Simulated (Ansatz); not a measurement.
The system is Al.

```
CELL_PARAMETERS angstrom
0.00000 2.02481 2.02481
2.02481 0.00000 2.02481
2.02481 2.02481 0.00000
ATOMIC_POSITIONS crystal
Al 0.00000 0.00000 0.00000
```

Base run:

| Property | Result |
| --- | --- |
| Program | Ansatz 0.2.0 |
| Functional | PBE |
| Potentials or basis | all-electron LAPW, scalar-relativistic |
| Cutoff | 130 eV (chosen from the basis error) |
| Basis error allowed | 0.001 eV/atom |
| k mesh | 11 × 11 × 11 |
| Occupations | gaussian, width 0.025 eV |
| Spin | no spin polarisation |

Its results: band gap on the k mesh none (metal or under the smearing width); pressure -0.5 GPa.

**Question.** The run is repeated on the same cell with these changes: functional from PBE to RPBE; occupations from gaussian, width 0.025 eV to gaussian, width 0.02 eV. What comes out?

**Answer.** Band gap on the k mesh none (metal or under the smearing width); pressure 1.0 GPa.
